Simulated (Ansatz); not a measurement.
## As: the change of pressure with volume per atom

Equation of state of a cubic crystal from periodic Kohn-Sham density functional theory without spin; pressure corrected for the finite basis. The results are calculated, by Ansatz 0.2.0 development build.

Cell of the first row (space group Fd-3m, No. 227):
```
As
1.0
      0.0000     2.9724     2.9724
      2.9724     0.0000     2.9724
      2.9724     2.9724     0.0000
As
2
Direct
  0.00000 0.00000 0.00000
  0.25000 0.25000 0.25000
```

Settings of every row: formula As; structure type diamond; functional r2SCAN; spin treatment none; k mesh 10x10x10; occupation method fermi-dirac; occupation width 0.1 eV; wave cutoff 700 eV; datasets hard PAW; density cutoff ratio 4; xc grid level 2.

Limits: a cubic model structure, not a phase known at ambient conditions; pseudopotentials made with PBE, not this functional; the SCF threshold is loose for a stress in some rows.

| row | volume per atom (Å³) | pressure (GPa) | energy above lowest point (meV/atom) |
| --- | --- | --- | --- |
| 1 | 26.261 | 3.166 | 14.52 |
| 2 | 27.117 | 1.318 | 2.65 |
| 3 | 27.974 | ? | ? |
| 4 | 28.83 | -1.688 | 5.37 |
| 5 | 29.686 | -2.899 | 17.71 |

Question: what pressure should row 3 give?

Worked fit of pressure. Take u = (V_r/V)^(2/3) − 1 with V_r = 27.974 Å³ an atom, which is twice the finite (Eulerian) strain; such expansions in the strain, on which the Birch-Murnaghan equation of state is built, carry the rest volume and the bulk modulus. The shown rows have u = 0.04303, 0.02096, -0.01989, -0.03883. Least squares give pressure = −0.2916 + 73.413 × u + 161.31 × u² GPa; a straight line predicts inner rows, each left out in turn, worse (root mean square 0.16 against 5.3e-05 GPa). All shown rows lie on it to the printed digit. The pressure vanishes at u = 0.0039, or V = 27.81 Å³ an atom, and there the bulk modulus at fixed shape and fractions is B = −V dP/dV = (2/3)(1 + u) dP/du = 50 GPa. The withheld row has u = 0, so the fit gives −0.2916 + 73.413 × (0) + 161.31 × (0)² = -0.292 GPa.

The calculation gave -0.29 GPa. The fit lies 0.002 GPa (0.033 % of the column's range) below it; its largest miss of a shown row is 0.000 GPa.

The other values of row 3: energy above lowest point 0 meV/atom.
